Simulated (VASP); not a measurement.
**GaAs: relaxation of cell and atoms with PBE**

Crystal: GaAs.

```
Ga As
1.0
     0.00000    2.87512    2.87512
     2.87512    0.00000    2.87512
     2.87512    2.87512    0.00000
Ga As
1 1
Direct
  0.00000 0.00000 0.00000
  0.25000 0.25000 0.25000
```

- Program: VASP 6.6.1
- Task: relaxation of cell and atoms
- Functional: PBE
- Potentials or basis: VASP PAW PBE potentials, release 64 (Ga_d, As)
- Cutoff: 600 eV
- k mesh: 10 × 10 × 10
- Occupations: gaussian, width 0.03 eV
- Spin: no spin polarisation
- Further INCAR settings: ALGO = Normal; EDIFF = 1e-07; IBRION = 2; EDIFFG = -0.005; NSW = 90; ISIF = 3

| Item | Value |
| --- | --- |
| Pressure after relaxing | 0.0 GPa |
| Band gap on the k mesh | 0.14 eV, direct |

Final structure:
```cif
data_structure
_symmetry_space_group_name_H-M 'P 1'
_symmetry_Int_Tables_number 1
_cell_length_a 4.0660
_cell_length_b 4.0660
_cell_length_c 4.0660
_cell_angle_alpha 60.000
_cell_angle_beta 60.000
_cell_angle_gamma 60.000
_cell_volume 47.53
loop_
_atom_site_label
_atom_site_type_symbol
_atom_site_fract_x
_atom_site_fract_y
_atom_site_fract_z
_atom_site_occupancy
Ga1 Ga 0.00000 0.00000 0.00000 1
As1 As 0.25000 0.25000 0.25000 1
```

Levels at points of the mesh, in eV from the valence-band top:
```tsv
k point	band 7	band 8	band 9	band 10	band 11	band 12
(0.00, 0.00, 0.00)	0.00	0.00	0.00	0.14	3.71	3.71
(0.50, 0.00, 0.00)	-6.37	-1.07	-1.07	0.86	4.62	4.62
(0.50, 0.50, 0.00)	-6.59	-2.50	-2.50	1.56	1.68	9.77
```

It took 16 s on 1 thread of Intel(R) Xeon(R) 6975P-C (Granite Rapids), on a shared host, peak memory 0.19 GiB.

Caveat: the relaxation stopped at its first step, so nothing moved. PBE gaps usually lie below the measured ones, often by a third to a half.
